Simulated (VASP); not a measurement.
Write the native input for VASP 6.6.1 that does the following.

```yaml
Task: single point
Functional: PBE
Potentials_or_basis: VASP PAW PBE potentials, release 64 (In_d, P)
Cutoff: 520 eV
k_mesh: 8 × 8 × 8
Occupations: fermi-dirac, width 0.02 eV
Spin: no spin polarisation
Dipole_correction: no
Further_INCAR_settings: ALGO = Normal; EDIFF = 1e-06; NBANDS = 16
```

The structure of InP lies in POSCAR:

```
InP
1.0
    0.0000000000      2.8550000000      2.8550000000
    2.8550000000      0.0000000000      2.8550000000
    2.8550000000      2.8550000000      0.0000000000
In P
1 1
Direct
    0.0000000000      0.0000000000      0.0000000000
    0.5000000000      0.5000000000      0.5000000000
```

Measurements of this composition are mostly on another form, of space group No. 216.

These files were run (other wordings do the same):

INCAR

```
PREC = Accurate
ENCUT = 520
EDIFF = 1E-6
ISMEAR = -1
SIGMA = 0.02
LREAL = F
LASPH = T
NELM = 100
ALGO = Normal
ISIF = 2
LWAVE = F
LCHARG = F
GGA = PE
NBANDS = 16
```

KPOINTS

```
Automatic mesh
0
Gamma
  8 8 8
```

Potentials or basis: VASP PAW PBE potentials, release 64 (In_d, P).

The run is started by

```bash
$ cat potpaw_PBE.64/In_d/POTCAR potpaw_PBE.64/P/POTCAR > POTCAR
$ mpirun -np 1 vasp_std > vasp.out
```

Results of the run:

The pressure is -5.4 GPa and the band gap on the k mesh is none (metal or under the smearing width).

Wall time 9.5 s on 1 thread of Intel(R) Xeon(R) 6975P-C (Granite Rapids), on a shared host, peak memory 0.17 GiB.
